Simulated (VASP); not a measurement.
# Hf (P6/mmm) in VASP: notebook

The runs below take Hf through single point, with PBE.

Program: VASP 6.6.1. These are calculated values, not measurements. Logs are shortened: lines on timing, memory, paths and dates and some standing lists are left out, and cuts for length are marked.

## Step 1: The crystal as given

The structure is hexagonal, space group P6/mmm (No. 191). Conventional cell: a = 4.962 Å, b = 4.962 Å, c = 3.086 Å, α = 90.00°, β = 90.00°, γ = 120.00°. Hf (site symmetry 6/mmm) has 14 Hf at 3.09 to 3.25 Å as nearest neighbours. Hf (site symmetry -6m2) has 11 Hf at 2.87 to 3.25 Å as nearest neighbours.

This isn't the form of Hf at room conditions, which is hcp.

## Step 2: Single point, PBE

File INCAR:

```
SYSTEM = Hf
PREC = Accurate
ENCUT = 520
EDIFF = 1E-6
ISMEAR = 0
SIGMA = 0.1
LREAL = .FALSE.
LASPH = .TRUE.
NELM = 100
ALGO = Normal
ISIF = 2
LWAVE = .FALSE.
LCHARG = .FALSE.
GGA = PE
NBANDS = 22
```

File KPOINTS:

```
regular mesh
0
G
  6 6 9
  0 0 0
```

File POSCAR:

```
Hf
1.0
    4.9623295440      0.0000000000      0.0000000000
   -2.4811647720      4.2975034470      0.0000000000
    0.0000000000      0.0000000000      3.0862322500
Hf
3
Direct
    0.0000000000      0.0000000000      0.0000000000
    0.3333333333      0.6666666667      0.5000000000
    0.6666666667      0.3333333333      0.5000000000
```

Potentials or basis: VASP PAW PBE potentials, release 54 (Hf_pv).

On the command line:

```console
$ cat potpaw_PBE.54/Hf_pv/POTCAR > POTCAR
$ mpirun -np 1 vasp_std > vasp.out
```

OUTCAR:

```text
SYSTEM = Hf
   PREC = Accurate
   ENCUT = 520
   EDIFF = 1E-6
   ISMEAR = 0
   LREAL = .FALSE.
   LASPH = .TRUE.
   NELM = 100
   ISIF = 2
   GGA = PE

 ion  position               nearest neighbor table
   1  0.000  0.000  0.000-   2 3.25   3 3.25   2 3.25   3 3.25   2 3.25   2 3.25   3 3.25   3 3.25
                             3 3.25   3 3.25   2 3.25   2 3.25
   2  0.333  0.667  0.500-   3 2.87   3 2.87   3 2.87   1 3.25   1 3.25   1 3.25   1 3.25   1 3.25
                             1 3.25
   3  0.667  0.333  0.500-   2 2.87   2 2.87   2 2.87   1 3.25   1 3.25   1 3.25   1 3.25   1 3.25
                             1 3.25

  LATTYP: Found a hexagonal cell.
 ALAT       =     4.9623295440
 C/A-ratio  =     0.6219321435

  Lattice vectors:

 A1 = (   4.9623295440,   0.0000000000,   0.0000000000)
 A2 = (  -2.4811647720,   4.2975034470,   0.0000000000)
 A3 = (   0.0000000000,   0.0000000000,   3.0862322500)

Analysis of symmetry for initial positions (statically):
=====================================================================
 Subroutine PRICEL returns:
 Original cell was already a primitive cell.

 Routine SETGRP: Setting up the symmetry group for a
 hexagonal supercell.

 Subroutine GETGRP returns: Found 24 space group operations
 (whereof 24 operations were pure point group operations)
 out of a pool of 24 trial point group operations.

The static configuration has the point symmetry D_6h.

Analysis of symmetry for dynamics (positions and initial velocities):
=====================================================================
 Subroutine PRICEL returns:
 Original cell was already a primitive cell.

 Routine SETGRP: Setting up the symmetry group for a
 hexagonal supercell.

 Subroutine GETGRP returns: Found 24 space group operations
 (whereof 24 operations were pure point group operations)
 out of a pool of 24 trial point group operations.

The dynamic configuration has the point symmetry D_6h.

 Subroutine INISYM returns: Found 24 space group operations
 (whereof 24 operations are pure point group operations),
 and found     1 'primitive' translations

----------------------------------------------------------------------------------------

                                     Primitive cell

  volume of cell :      65.8158

  direct lattice vectors                    reciprocal lattice vectors
     4.962329544  0.000000000  0.000000000     0.201518257  0.116346620  0.000000000
    -2.481164772  4.297503447  0.000000000     0.000000000  0.232693240  0.000000000
     0.000000000  0.000000000  3.086232250     0.000000000  0.000000000  0.324019685

  length of vectors
     4.962329544  4.962329544  3.086232250     0.232693240  0.232693240  0.324019685

  position of ions in fractional coordinates (direct lattice)
     0.000000000  0.000000000  0.000000000
     0.333333333  0.666666667  0.500000000
     0.666666667  0.333333333  0.500000000

  ion indices of the primitive-cell ions
   primitive index   ion index
                 1           1
                 2           2
                 3           3

----------------------------------------------------------------------------------------

 KPOINTS: regular mesh

Automatic generation of k-mesh.
 Grid dimensions read from file:
 generate k-points for:    6    6    9

 Generating k-lattice:

  Cartesian coordinates                     Fractional coordinates (reciprocal lattice)
     0.033586376  0.019391103  0.000000000     0.166666667  0.000000000  0.000000000
     0.000000000  0.038782207  0.000000000     0.000000000  0.166666667  0.000000000
     0.000000000  0.000000000  0.036002187     0.000000000  0.000000000  0.111111111

  Length of vectors
     0.038782207  0.038782207  0.036002187

  Shift w.r.t. Gamma in fractional coordinates (k-lattice)
     0.000000000  0.000000000  0.000000000

 Subroutine IBZKPT returns following result:
 ===========================================

 Found     35 irreducible k-points:

 Following reciprocal coordinates:
            Coordinates               Weight
  0.000000  0.000000  0.000000      1.000000
  0.166667 -0.000000  0.000000      6.000000
  0.333333  0.000000  0.000000      6.000000
  0.500000 -0.000000  0.000000      3.000000
  0.166667  0.166667  0.000000      6.000000
  0.333333  0.166667  0.000000     12.000000
[... 16 lines left out ...]
  0.166667 -0.000000  0.333333     12.000000
  0.333333  0.000000  0.333333     12.000000
 [... further k-points ...]
   k-points           NKPTS =     35   k-points in BZ     NKDIM =     35   number of bands    NBANDS=     22
   number of dos      NEDOS =    301   number of ions     NIONS =      3
   total plane-waves  NPLWV =  38400
   dimension x,y,z NGX =    40 NGY =   40 NGZ =   24
   dimension x,y,z NGXF=    80 NGYF=   80 NGZF=   48
   ions per type =               3
   NGX,Y,Z   is equivalent  to a cutoff of  13.40, 13.40, 12.93 a.u.
   NGXF,Y,Z  is equivalent  to a cutoff of  26.80, 26.80, 25.86 a.u.
 SYSTEM =  Hf
   PREC   = accura    normal or accurate (medium, high low for compatibility)
   ISTART =      0    job   : 0-new  1-cont  2-samecut
   ICHARG =      2    charge: 1-file 2-atom 10-const
   ISPIN  =      1    spin polarized calculation?
   LNONCOLLINEAR =      F non collinear calculations
   LSORBIT =      F    spin-orbit coupling
   LASPH  =      T    aspherical Exc in radial PAW
   ENCUT  =  520.0 eV  38.22 Ry    6.18 a.u.   9.23  9.23  5.74*2*pi/ulx,y,z
   NELM   =    100;   NELMIN=  2; NELMDL= -5     # of ELM steps
   EDIFF  = 0.1E-05   stopping-criterion for ELM
   LREAL  =      F    real-space projection
   EDIFFG = 0.1E-04   stopping-criterion for IOM
   NSW    =      0    number of steps for IOM
   IBRION =     -1    ionic relax: 0-MD 1-quasi-New 2-CG
   NFREE  =      0    steps in history (QN), initial steepest desc. (CG)
   ISIF   =      2    stress and relaxation
   ISYM   =      2    0-nonsym 1-usesym 2-fastsym
   POTIM  = 0.5000    time-step for ionic-motion
   TEBEG  =    0.0;   TEEND  =   0.0 temperature during run
   PSTRESS=    0.0 pullay stress
   NELECT =      30.0000    total number of electrons
   NUPDOWN=      -1.0000    fix difference up-down
   EMIN   =  10.00;   EMAX   =-10.00  energy-range for DOS
   EFERMI =   0.00;   METHOD = LEGACY
   ISMEAR =     0;   SIGMA  =   0.10  broadening in eV -4-tet -1-fermi 0-gaus
   EFERMI_NEDOS =   21; number of points for ismear=-14 and -15
   IALGO  =     38    algorithm
   IMIX   =      4    mixing-type and parameters
     AMIX     =   0.40;   BMIX     =  1.00
     AMIX_MAG =   1.60;   BMIX_MAG =  1.00
  volume/ion in A,a.u.               =      21.94       148.05
  Fermi-wavevector in a.u.,A,eV,Ry     =   1.259907  2.380879 21.597416  1.587365
  Thomas-Fermi vector in A             =   2.393443
   LORBIT       =      0    0 simple, 1 ext, 2 COOP (PROOUT), +10 PAW based schemes
   GGA     = PE    functional components
   LHFCALC =     F    Hartree Fock is set to
   AEXX    =    0.0000 exact exchange contribution
   IVDW    =     0    specifies the selected vdW correction
   LEPSILON=     F    determine dielectric tensor
   LRPA    =     F    only Hartree local field effects (RPA)
 non-spin polarized calculation
 Gauss-broadening in eV      SIGMA  =   0.10
  energy-cutoff  :      520.00
  volume of cell :       65.82
 maximum number of plane-waves:      1794
 NGX is ok and might be reduce to    40
   NGX = 19   NGY = 19   NGZ = 11

 number of electron      30.0000003 magnetization

 Free energy of the ion-electron system (eV)
  ---------------------------------------------------
  ext. energy  EPLUGINS =         0.00000000
  ---------------------------------------------------
  free energy    TOTEN  =       -29.64355652 eV

  energy without entropy =      -29.62682725  energy(sigma->0) =      -29.63519189

 E-fermi :   4.8507     XC(G=0): -11.3717

 val. band max:        4.8454532235   @ k =   0.3333   0.3333   0.2222
 cond. band min:       4.8611066679   @ k =   0.5000  -0.0000   0.2222
 fundamental gap:      0.0156534444
 Fermi energy:         4.8507314222

 k-point     1 :       0.0000    0.0000    0.0000
  band No.  band energies     occupation
      1     -25.8329      2.00000
      2     -25.8329      2.00000
      3     -25.7844      2.00000
      4     -25.7844      2.00000
      5     -25.4169      2.00000
      6     -25.1731      2.00000
[... 14 lines left out ...]
     21       7.7672      0.00000
     22       7.7988      0.00000

 k-point     2 :       0.1667   -0.0000    0.0000
  band No.  band energies     occupation
      1     -25.9418      2.00000
      2     -25.9055      2.00000
      3     -25.6717      2.00000
      4     -25.6473      2.00000
      5     -25.4056      2.00000
      6     -25.1756      2.00000
[... 14 lines left out ...]
     21       7.3263      0.00000
     22       8.6697      0.00000

 k-point     3 :       0.3333    0.0000    0.0000
  band No.  band energies     occupation
      1     -26.0349      2.00000
      2     -25.8794      2.00000
      3     -25.5707      2.00000
      4     -25.5612      2.00000
      5     -25.3815      2.00000
      6     -25.2085      2.00000
[... 14 lines left out ...]
     21       8.2254      0.00000
     22       9.0944      0.00000
[... 476 lines left out ...]
 k-point    23 :       0.1667   -0.0000    0.3333
  band No.  band energies     occupation
      1     -25.8401      2.00000
      2     -25.8107      2.00000
      3     -25.7559      2.00000
      4     -25.6826      2.00000
      5     -25.6703      2.00000
      6     -25.5714      2.00000
[... 14 lines left out ...]
     21       8.8536      0.00000
     22       9.5551      0.00000

 k-point    24 :       0.3333    0.0000    0.3333
  band No.  band energies     occupation
      1     -25.8838      2.00000
      2     -25.8705      2.00000
      3     -25.8045      2.00000
      4     -25.6302      2.00000
      5     -25.5834      2.00000
      6     -25.5014      2.00000
[... 14 lines left out ...]
     21       8.5259      0.00000
     22       9.3794      0.00000

 [... further k-points ...]

------------------------ aborting loop because EDIFF is reached ----------------------------------------

  FORCE on cell =-STRESS in cart. coord.  units (eV):
  Direction    XX          YY          ZZ          XY          YZ          ZX
  --------------------------------------------------------------------------------------
  -------------------------------------------------------------------------------------
  Total        0.6043081      0.6043081      0.6899254      0.0000000     -0.0000000     -0.0000000
  in kB       14.7108775     14.7108775     16.7950866      0.0000000     -0.0000000     -0.0000000
  external PRESSURE =      15.4056139 kB  Pullay stress =       0.0000000 kB

 VOLUME and BASIS-vectors are now :
 -----------------------------------------------------------------------------
  energy-cutoff  :      520.00
  volume of cell :       65.82
      direct lattice vectors                 reciprocal lattice vectors
     4.962329544  0.000000000  0.000000000     0.201518257  0.116346620  0.000000000
    -2.481164772  4.297503447  0.000000000     0.000000000  0.232693240  0.000000000
     0.000000000  0.000000000  3.086232250     0.000000000  0.000000000  0.324019685

 POSITION                                       TOTAL-FORCE (eV/Angst)
 -----------------------------------------------------------------------------------
      0.00000      0.00000      0.00000         0.000000      0.000000      0.000000
     -0.00000      2.86500      1.54312         0.000000      0.000000      0.000000
      2.48116      1.43250      1.54312        -0.000000      0.000000      0.000000
 -----------------------------------------------------------------------------------
    total drift:                                0.000000     -0.000000      0.000000

  FREE ENERGIE OF THE ION-ELECTRON SYSTEM (eV)
  ---------------------------------------------------
  free  energy   TOTEN  =       -29.6435565235 eV

  energy  without entropy=      -29.6268272538  energy(sigma->0) =      -29.63519189
```

Run time: 20 s. Hardware: 1 thread of Intel Xeon 6975P-C (Granite Rapids), shared host; peak memory 0.2 GiB.

What came out:

```yaml
Free_energy: -29.6436 eV
Pressure: 1.5 GPa
Band_gap_on_the_k_mesh: none (metal or under the smearing width)
```

## Step 3: Single point, PBE

File run.py:

```python
from ase.calculators.vasp import Vasp
from ase.dft.bandgap import bandgap
from ase.io import read

atoms = read('Hf.cif')
calc = Vasp(
    directory='calc',
    xc='pbe',
    pp='PBE',
    setups='recommended',
    pp_version='54',
    prec='Accurate',
    encut=520,
    ediff=1e-06,
    ismear=0,
    sigma=0.1,
    lreal=False,
    lasph=True,
    nelm=80,
    algo='Fast',
    isif=2,
    lwave=False,
    lcharg=False,
    kpts=[6, 6, 9],
    gamma=True,
)
atoms.calc = calc

print('energy (eV):', atoms.get_potential_energy())
print('free energy (eV):', atoms.get_potential_energy(force_consistent=True))
print('forces (eV/A):')
print(atoms.get_forces())
print('stress (eV/A^3, Voigt):', atoms.get_stress())
print('Fermi level (eV):', calc.get_fermi_level())
gap, top, bottom = bandgap(calc)
print('band gap (eV):', gap, 'from (spin, k, band)', top, 'to', bottom)
```

File Hf.cif:

```cif
data_Hf
_cell_length_a 4.96232954
_cell_length_b 4.96232954
_cell_length_c 3.08623225
_cell_angle_alpha 90.00000000
_cell_angle_beta 90.00000000
_cell_angle_gamma 120.00000000
_space_group_name_H-M_alt 'P1'
_space_group_name_Hall 'P 1'
_space_group_IT_number 1
loop_
_space_group_symop_operation_xyz
'x,y,z'
loop_
_atom_site_label
_atom_site_type_symbol
_atom_site_symmetry_multiplicity
_atom_site_Wyckoff_symbol
_atom_site_fract_x
_atom_site_fract_y
_atom_site_fract_z
_atom_site_occupancy
Hf1 Hf 1 a 0.0000000000 0.0000000000 0.0000000000 1
Hf2 Hf 1 a 0.3333333333 0.6666666667 0.5000000000 1
Hf3 Hf 1 a 0.6666666667 0.3333333333 0.5000000000 1
```

Potentials or basis: VASP PAW PBE potentials, release 54 (Hf_pv).

On the command line:

```console
$ python run.py
```

Wall time 26 s (1 thread of Intel Xeon 6975P-C (Granite Rapids), shared host); peak memory 0.2 GiB.

Results (log left out):

```yaml
Free_energy: -29.6436 eV
Pressure: 1.5 GPa
Band_gap_on_the_k_mesh: none (metal or under the smearing width)
```

Stress tensor (GPa, compression positive):
```
1.45 0.00 0.00
0.00 1.45 0.00
0.00 0.00 1.66
```

Levels at points of the mesh, in eV from the Fermi level:
```csv
k point,band 13,band 14,band 15,band 16,band 17,band 18
"(0.00, 0.00, 0.00)",-0.62,-0.60,-0.60,-0.60,1.14,2.17
"(0.50, 0.00, 0.00)",-0.45,-0.39,-0.33,0.20,0.89,1.10
```

The run has no spin-orbit coupling, so splittings on Hf are missing.

## Step 4: For comparison

An earlier run on the cell as given: functional PBEsol; potentials or basis VASP PAW PBE potentials, release 64 (Hf_pv); cutoff 520 eV; k mesh 6 × 6 × 9; occupations fermi-dirac, width 0.05 eV; no spin polarisation.

- Pressure: -3.1 GPa
- Band gap on the k mesh: none (metal or under the smearing width)
